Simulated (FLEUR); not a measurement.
# NiO (Fm-3m) in FLEUR: single point with PBEsol+U

Aim: the single point of NiO with PBEsol+U.

All numbers are computed with FLEUR MaX-R8.1 (later development tree); they aren't measurements. Logs are shortened: lines on timing, memory, paths and dates and some standing lists are left out, and cuts for length are marked.

### 1 Starting point

The structure is cubic, space group Fm-3m (No. 225). Conventional cell: a = 4.183 Å, b = 4.183 Å, c = 4.183 Å, α = 90.00°, β = 90.00°, γ = 90.00°. Ni (site symmetry m-3m) is surrounded by 6 O at 2.09 Å. Around O (site symmetry m-3m) lie 6 Ni at 2.09 Å.

### 2 Single point, PBEsol+U, collinear spin, ferromagnetic start

Contents of inp.xml:

```xml
<?xml version="1.0" encoding="UTF-8" standalone="no"?>
<fleurInput fleurInputVersion="0.39">
   <comment>
      NiO                                                                                                 
   </comment>
   <calculationSetup>
      <cutoffs Kmax="4.73" Gmax="14.7" GmaxXC="14.7" numbands="0"/>
      <scfLoop itmax="100" minDistance="0.0002" maxIterBroyd="50" imix="Anderson" alpha="0.05" precondParam="0.0" spinf="2.0" sdNocoIR="T"/>
      <coreElectrons ctail="T" frcor="F" kcrel="0" coretail_lmax="0"/>
      <xcFunctional name="PBEs" relativisticCorrections="F"/>
      <magnetism jspins="2"/>
      <soc l_soc="F" theta="0.0" phi="0.0" spav="F"/>
      <expertModes spex="0" secvar="F"/>
      <geometryOptimization l_f="F" forcealpha="1.0" forcemix="BFGS" epsdisp="0.00001" epsforce="0.00001"/>
      <ldaU l_linMix="F" mixParam="0.05" spinf="1.0"/>
   </calculationSetup>
   <cell>
      <bzIntegration valenceElectrons="24.0" mode="gauss" fermiSmearingEnergy="0.00183747">
         <kPointListSelection listName="default-1"/>
         <!-- k-points included here -->
         <xi:include xmlns:xi="http://www.w3.org/2001/XInclude" href="kpts.xml"> </xi:include>
      </bzIntegration>
      <!-- symmetry operations included here -->
      <xi:include xmlns:xi="http://www.w3.org/2001/XInclude" href="sym.xml"> </xi:include>
      <bulkLattice scale="1.0">
         <bravaisMatrix>
            <row-1>    0.0000000000000000     3.9520022156714245     3.9520022156714245</row-1>
            <row-2>    3.9520022156714245     0.0000000000000000     3.9520022156714245</row-2>
            <row-3>    3.9520022156714245     3.9520022156714245     0.0000000000000000</row-3>
         </bravaisMatrix>
      </bulkLattice>
   </cell>
   <atomSpecies>
      <species name="Nickel (Ni2.000" element="Ni" atomicNumber="28">
         <mtSphere radius="2.07" gridPoints="685" logIncrement="0.018"/>
         <atomicCutoffs lmax="8" lnonsphr="8"/>
         <electronConfig flipSpins="F">
            <coreConfig>(1s1/2) (2s1/2) (2p1/2) (2p3/2)</coreConfig>
            <valenceConfig>(3s1/2) (3p1/2) (3p3/2) (4s1/2) (3d3/2) (3d5/2)</valenceConfig>
            <stateOccupation state="(3d3/2)" spinUp="2.0" spinDown="1.2"/>
            <stateOccupation state="(3d5/2)" spinUp="3.0" spinDown="1.8"/>
         </electronConfig>
         <energyParameters s="4" p="4" d="3" f="4"/>
         <ldaU l="2" U="4" J="0.7" l_amf="F"/>
         <lo type="SCLO" l="0" n="3" eDeriv="0"/>
         <lo type="SCLO" l="1" n="3" eDeriv="0"/>
         <lo type="SCLO" l="1" n="3" eDeriv="1"/>
         <lo type="SCLO" l="3" n="4" eDeriv="2"/>
      </species>
      <species name="Oxygen (O)" element="O" atomicNumber="8">
         <mtSphere radius="1.59" gridPoints="527" logIncrement="0.02"/>
         <atomicCutoffs lmax="8" lnonsphr="8"/>
         <electronConfig flipSpins="F">
            <coreConfig>(1s1/2)</coreConfig>
            <valenceConfig>(2s1/2) (2p1/2) (2p3/2)</valenceConfig>
            <stateOccupation state="(2p1/2)" spinUp="0.666667" spinDown="0.666667"/>
            <stateOccupation state="(2p3/2)" spinUp="1.333333" spinDown="1.333333"/>
         </electronConfig>
         <energyParameters s="2" p="2" d="3" f="4"/>
         <lo type="SCLO" l="0" n="2" eDeriv="2"/>
         <lo type="SCLO" l="1" n="2" eDeriv="2"/>
         <lo type="SCLO" l="2" n="3" eDeriv="2"/>
      </species>
   </atomSpecies>
   <atomGroups>
      <atomGroup species="Nickel (Ni2.000">
         <relPos label="                   1">.0000000000 .0000000000 .0000000000</relPos>
         <force calculate="T" relaxXYZ="TTT"/>
      </atomGroup>
      <atomGroup species="Oxygen (O)">
         <relPos label="                   2">1.000/2.000 1.000/2.000 1.000/2.000</relPos>
         <force calculate="T" relaxXYZ="TTT"/>
      </atomGroup>
   </atomGroups>
   <output dos="F" band="F" slice="F">
      <checks vchk="F" cdinf="F"/>
      <bandDOS minEnergy="-.5*Htr" maxEnergy="0.5*Htr" sigma="0.015" storeEVData="T"/>
      <vacuumDOS vacdos="F" integ="F" star="F" nstars="0" locx1="0.0" locy1="0.0" locx2="0.0" locy2="0.0" nstm="0" tworkf="0.0"/>
      <unfoldingBand unfoldBand="F" supercellX="1" supercellY="1" supercellZ="1"/>
      <plotting iplot="0" polar="F">
         <plot TwoD="T" vec1="  1.0  0.0  0.0" vec2="  0.0  1.0  0.0" vec3="  0.0  0.0  1.0" zero="  0.0  0.0  0.0" file="plot"/>
      </plotting>
      <chargeDensitySlicing numkpt="0" minEigenval="0.0" maxEigenval="0.0" nnne="0" pallst="F"/>
      <specialOutput eonly="F"/>
      <moessbauerParams electricFieldGradient="T" isomerShift="T" coreHyperfine="T" valenceHyperfine="T"/>
      <magneticCircularDichroism mcd="F" energyLo="-10.0" energyUp="0.0"/>
   </output>
  <!-- We include the file relax.xml here to enable relaxations (see documentation) -->
  <xi:include xmlns:xi="http://www.w3.org/2001/XInclude" href="relax.xml"> <xi:fallback/> </xi:include>
</fleurInput>
```

Contents of crystal.txt:

```
NiO
&input cartesian=F /
0.0000000000  2.0913095100  2.0913095100
2.0913095100  0.0000000000  2.0913095100
2.0913095100  2.0913095100  0.0000000000
1.8897261246
1.0 1.0 1.0

2
28 0.0000000000  0.0000000000  0.0000000000 : 2.000
8 0.5000000000  0.5000000000  0.5000000000

&kpt div1=8 div2=8 div3=8 gamma=T /
```

Potentials or basis: all-electron, FLAPW.

On the command line:

```
$ inpgen -f crystal.txt -profile fastHighL
$ # inp.xml edited to the form shown
$ fleur_MPI
```

The program printed:

```text
Welcome to FLEUR        (www.flapw.de)
      MaX-Release 8.1          (www.max-centre.eu)

 ========== k-point set info ==========
 Selected k-point list: default-1
 k-point list type: mesh
 8 x 8 x 8
 Number of k points: 29

 ------------Calculation Setup---------------------------
 Number of MPI-tasks      :            1
 Number of PE/node        :            1
 Number of OMP-threads    :            1
 Most efficient MPI parallelization for:
           1          29
 Additional eigenvalue parallelization possible
 Number of basis functions:          285
 Approximate size of matrices (H+S) per k-point:         0.001 GB
 --------------------------------------------------------
 no density matrix found ... skipping LDA+U
 Reset of history
 Iteration:     1   Distance:      28.81146261 me/bohr^3
 Iteration:     2   Distance:      37.59685284 me/bohr^3
 Iteration:     3   Distance:      35.61903779 me/bohr^3
 Iteration:     4   Distance:      18.79881662 me/bohr^3
 Iteration:     5   Distance:      12.28702781 me/bohr^3
 Iteration:     6   Distance:       9.00486849 me/bohr^3
 Iteration:     7   Distance:       1.12450819 me/bohr^3
 Iteration:     8   Distance:       1.32860826 me/bohr^3
 Iteration:     9   Distance:       0.20065371 me/bohr^3
 Iteration:    10   Distance:       0.19395877 me/bohr^3
 Iteration:    11   Distance:       0.04549125 me/bohr^3
 Iteration:    12   Distance:       0.03753502 me/bohr^3
 Iteration:    13   Distance:       0.00296253 me/bohr^3
 Iteration:    14   Distance:       0.00291351 me/bohr^3
 Iteration:    15   Distance:       0.00060913 me/bohr^3
 Iteration:    16   Distance:       0.00018973 me/bohr^3

 ********************************************************************
 Run finished successfully
 Stop message:
   all done
 ********************************************************************
```

Wall time 28 s (1 thread of Arm Neoverse V1, shared host); peak memory 0.08 GiB.

Results:

- Free energy: -43388.4625 eV
- Band gap on the k mesh: 1.21 eV, indirect (least direct gap 2.17 eV)
- Net moment: 2.00 μB per cell
- Site moments: Ni +1.72; O +0.24 μB
- Valence electrons inside the program's atomic spheres: Ni 16.30; O 5.12 (radii Ni 2.07, O 1.59 bohr)

Levels at points of the mesh, in eV from the valence-band top:
Spin up:
```tsv
k point	band 11	band 12	band 13	band 14	band 15	band 16
(0.00, 0.00, 0.00)	-2.17	-2.17	-2.17	1.95	18.00	19.45
(0.00, 0.00, 0.50)	-2.17	0.00	0.00	5.89	10.45	14.20
(0.00, 0.50, 0.50)	-3.54	-2.68	-2.68	6.33	11.06	12.30
```
Spin down:
```csv
k point,band 7,band 8,band 9,band 10,band 11,band 12,band 13,band 14,band 15,band 16
"(0.00, 0.00, 0.00)",-2.88,-2.88,-1.70,-1.70,-1.70,1.21,1.21,2.33,17.97,19.63
"(0.00, 0.00, 0.50)",-4.01,-4.01,-1.75,-1.75,-1.42,3.81,3.81,6.11,10.99,14.55
"(0.00, 0.50, 0.50)",-3.74,-3.12,-3.12,-1.88,-1.88,1.68,2.19,6.89,11.43,12.54
```

Eigenvalues of the final occupation matrices:
```csv
site,spin,trace,eigenvalues
atom type 1,1,4.77,0.94 0.94 0.94 0.98 0.98
atom type 1,2,3.08,0.14 0.14 0.93 0.93 0.93
```

Core levels (eV from the Fermi level):
| atom | levels |
| --- | --- |
| 1 Ni | 1s1/2 -8194.8, 2s1/2 -973.1, 2p1/2 -848.0, 2p3/2 -830.6 |
| 2 O | 1s1/2 -503.9 |

Caveat: a cell with one magnetic atom can't hold antiferromagnetic order, which such compounds often take. A k mesh can miss the band edges.
